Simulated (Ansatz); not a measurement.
# A strain series on TiS2 (CdI2 type): epitaxial in the xy plane

TiS2 (CdI2 type), relaxed with r2SCAN+rVV10 in Ansatz 0.2.0, then strained (epitaxial in the xy plane; changes of length per length, axes as in the cell below) with the atoms relaxed again within the symmetry that is left. The symmetry is P-3m1 (No. 164, trigonal); conventional cell a = 3.411 Å, c = 5.739 Å, 19.27 Å³ an atom. Around Ti lie 6 S at 2.42 Å; around S lie 3 Ti at 2.42 Å. Spin-unpolarised throughout; all numbers are computed.

```yaml
crystal:
  lattice:
    - [3.41060, 0.00000, 0.00000]
    - [-1.70530, 2.95367, 0.00000]
    - [0.00000, 0.00000, 5.73872]
  atoms:
    - { symbol: Ti, position: [0.00000, 0.00000, 0.00000] }
    - { symbol: S, position: [0.33333, 0.66667, 0.24491] }
    - { symbol: S, position: [0.66667, 0.33333, 0.75509] }
```

Gaps are the least over each mesh (HSE06 6×6×4 when unstrained) and the special points, which keep their unstrained names.

| strain (%) | free normal strain (%) | gap, HSE06 (eV) | edges, HSE06 |
| --- | --- | --- | --- |
| -3.11 | +1.60 | 0.101 | Γ → L |
| -1.0 | +0.53 | 0.460 | Γ → L |
| -0.5 | +0.40 | 0.539 | Γ → L |
| 0.0 | 0.00 | 0.614 | Γ → L |
| +2.5 | -1.25 | 0.791 | Γ–K (0.09) → L |
| +3.0 | -1.50 | 0.793 | Γ–K (0.08) → L |
| +5.0 | -2.50 | 0.801 | Γ → L |

Between zero and the nearest strains the slope of the HSE06 gap against strain is +0.150 eV per percent for negative and +0.071 for positive strain.

Where an edge lies off the special points, it is a point of the mesh or the k point where a search put PBE's edge or least direct gap, reused for the other functionals, whose own edges may lie a little apart.

The meshes of the hybrids are coarse, so their gaps aren't converged to the digits shown.
